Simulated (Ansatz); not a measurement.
Runs of Ansatz 0.2.0 on TiSi. The structure is orthorhombic, space group Cmmm (No. 65). Conventional cell: a = 3.632 Å, b = 4.235 Å, c = 3.804 Å, α = 90.00°, β = 90.00°, γ = 90.00°. Around Ti (site symmetry mmm) lie 8 Si at 2.63 to 2.85 Å and 4 Ti at 2.79 Å. Around Si (site symmetry mmm) lie 8 Ti at 2.63 to 2.85 Å and 4 Si at 2.79 Å. The cell comes from a database or a generator and needn't be the stable form of this composition.

```csv
task,level,potentials or basis,U,k mesh,cutoff (eV),smearing,basis error allowed,gap on the mesh (eV),pressure (GPa)
single point,HSE06,all-electron PAW datasets made for the crystal,-,8 × 8 × 6,270,fermi-dirac 0.05 eV,-,none,-
band structure,PBEsol,"all-electron LAPW, non-relativistic",-,10 × 10 × 7,240,fermi-dirac 0.05 eV,0.001 eV/atom,-,(b)
density of states,PBEsol+U,"all-electron LAPW, scalar-relativistic",Ti d U = 2 eV,10 × 10 × 7,239,fermi-dirac 0.05 eV,0.001 eV/atom,none,-1.6
single point,PBEsol,all-electron PAW datasets made for the crystal,-,8 × 8 × 6,280,fermi-dirac 0.05 eV,-,none,-4.2
single point,PBEsol,"all-electron LAPW, scalar-relativistic",-,10 × 10 × 7,239,fermi-dirac 0.05 eV,0.001 eV/atom,none,-4.3
single point,PBEsol,"all-electron LAPW, scalar-relativistic",-,10 × 10 × 7,239,gaussian 0.02 eV,0.001 eV/atom,none,(a)
single point,PBE0,all-electron PAW datasets made for the crystal,-,8 × 8 × 6,270,fermi-dirac 0.05 eV,-,none,-
```

Alike in all rows: no spin polarisation; cell as given.

Question: Fill in the values left out.

Answer: (a) -4.4; (b) -4.1.

Caveats: the k mesh is thin for a metal, which can move the energy by tens of meV per atom (some runs); U is the effective U less J, on atomic orbitals that reach past the spheres (some runs); U without spin polarisation on a metal has little footing (some runs); the U is typed as a test and isn't derived for this compound (some runs).

A k mesh can miss the band edges.

A gap of «none» marks a metal or a gap under the smearing width.

Not every run made on this cell is shown here.
